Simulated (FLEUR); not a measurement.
As: equation of state with r2SCAN

The system is As.

```
As
1.0
     2.70368    0.00000    0.00000
     0.00000    2.70368    0.00000
     0.00000    0.00000    2.70368
As
1
Direct
  0.50000 0.50000 0.50000
```

This isn't the form of As at room conditions, which is rhombohedral.

- Program: FLEUR MaX-R8.1 (later development tree)
- Task: equation of state
- Functional: r2SCAN
- Potentials or basis: all-electron
- Basis: FLAPW
- Kmax: 4.22 1/bohr
- k mesh: 10 × 10 × 10
- Occupations: fermi-dirac, width 0.05 eV
- Spin: no spin polarisation
- Gmax: 13.1 1/bohr
- Muffin-tin radii: As 2.32 bohr
- lmax: As 9
- lnonsphr: As 9
- Local orbitals a species: As 6

```yaml
Equilibrium_volume: 19.72 Å³/atom
Bulk_modulus: 90 GPa
```

Energy against volume, from the lowest point:
| volume (Å³/atom) | energy (meV/atom) |
| --- | --- |
| 18.578 | 20.85 |
| 18.973 | 8.50 |
| 19.764 | 0.00 |
| 20.554 | 9.06 |
| 20.949 | 18.98 |

Caveat: the meta-GGA is that of a development version, with a GGA for the radial functions and cores and without core tails.
